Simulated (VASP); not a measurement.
## A VASP 6.6.1 single-point calculation on HgSe

INCAR

```
NSW = 0
PREC = Accurate
IBRION = -1
LREAL = .FALSE.
NELM = 3
LWAVE = .FALSE.
ENCUT = 520
ISMEAR = -1
EDIFF = 1E-7
NBANDS = 16
SIGMA = 0.02
ISIF = 2
LCHARG = .FALSE.
GGA = PE
LASPH = .TRUE.
```

KPOINTS

```
KPOINTS created by Atomic Simulation Environment
0
Gamma
8 8 8
0 0 0
```

POSCAR

```
Hg Se
 1.0000000000000000
     0.0000000000000000    3.2163717009999999    3.2163717009999999
     3.2163717009999999    0.0000000000000000    3.2163717009999999
     3.2163717009999999    3.2163717009999999    0.0000000000000000
 Hg  Se
   1   1
Cartesian
  0.0000000000000000  0.0000000000000000  0.0000000000000000
  1.6081858505000000  1.6081858505000000  1.6081858505000000
```

The recommended PBE PAW datasets give the neutral cell 18 valence electrons.

Command

```
mpirun -np 1 vasp_std
```

OSZICAR

```
N       E                     dE             d eps       ncg     rms          rms(c)
DAV:   1     0.113031944646E+03    0.11303E+03   -0.83209E+03   928   0.984E+02
DAV:   2     0.124025333542E+00   -0.11291E+03   -0.10500E+03  1056   0.237E+02
DAV:   3    -0.433105291874E+01   -0.44551E+01   -0.44410E+01  1168   0.486E+01
   1 F= -.43310529E+01 E0= -.43309685E+01  d E =-.168917E-03
```

Standard output (part)

```
POSCAR found type information on POSCAR HgSe
 POSCAR found :  2 types and       2 ions
 LDA part: xc-table for (Slater+PW92), standard interpolation
 POSCAR, INCAR and KPOINTS ok, starting setup
 WAVECAR not read
 entering main loop
|     The electronic self-consistency was not achieved in the given           |
|     number of steps (NELM). The forces and other quantities evaluated       |
|     might not be reliable so examine the results carefully. If you find     |
|     spurious results, we suggest increasing NELM, if you were close to      |
|     convergence or switching to a different ALGO or adjusting the           |
|     density mixing parameters otherwise.                                    |
```

It didn't converge.

**Question.** Find the fault in these files.

**Answer.** Too few electronic steps. It didn't converge.
